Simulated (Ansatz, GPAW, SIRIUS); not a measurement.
# WS2: programs and potentials compared

```
CELL_PARAMETERS angstrom
3.18352 0.00000 0.00000
-1.59176 2.75701 0.00000
0.00000 0.00000 16.95058
ATOMIC_POSITIONS crystal
W 0.99775 0.00096 0.99765
S 0.33985 0.65947 0.09287
S 0.33153 0.65848 0.90878
```

The cell comes from a database or a generator and needn't be the stable form of this composition.

The cell holds a layer with vacuum beside it, so values per volume hang on the cell's height.

Atoms were shifted at random by some hundredths of an Å from the given cell, which wasn't relaxed again for these runs.

Alike in all runs: task single point; functional PBEsol; k mesh 10 × 10 × 2; occupations fermi-dirac, width 0.05 eV; no spin polarisation; no spin-orbit coupling.

```json
{"program and potentials": "Ansatz, Ansatz PAW", "plane-wave cutoff (eV)": "420", "notes": "potentials made for PBE, which Ansatz adapts in part", "band gap (eV)": "1.91", "largest force (eV/Å)": "1.880", "energy over the undisturbed cell (meV/atom)": "20.74"}
{"program and potentials": "SIRIUS, PseudoDojo 0.4.1 PBEsol standard (scalar relativistic)", "plane-wave cutoff (eV)": "1030", "notes": "-", "band gap (eV)": "1.91", "largest force (eV/Å)": "1.878", "energy over the undisturbed cell (meV/atom)": "-"}
{"program and potentials": "Ansatz, all-electron LAPW, scalar-relativistic", "plane-wave cutoff (eV)": "-", "notes": "-", "band gap (eV)": "1.91", "largest force (eV/Å)": "1.878", "energy over the undisturbed cell (meV/atom)": "-"}
{"program and potentials": "GPAW, PAW data sets generated for this functional", "plane-wave cutoff (eV)": "600", "notes": "-", "band gap (eV)": "1.91", "largest force (eV/Å)": "1.884", "energy over the undisturbed cell (meV/atom)": "20.79"}
```

Force on atom 1 (W), eV/Å:

| program and potentials | x | y | z |
| --- | --- | --- | --- |
| Ansatz, Ansatz PAW | 0.567 | -0.508 | 1.719 |
| SIRIUS, PseudoDojo 0.4.1 PBEsol standard (scalar relativistic) | 0.567 | -0.508 | 1.717 |
| Ansatz, all-electron LAPW, scalar-relativistic | 0.567 | -0.508 | 1.717 |
| GPAW, PAW data sets generated for this functional | 0.568 | -0.509 | 1.723 |

All agree on the band gap. The gap is indirect and read on the mesh alone.

Differences between rows come from potentials, basis sets and numerical settings, since the functional is the same but for its coding. Runs on potential files found faulty are left out.
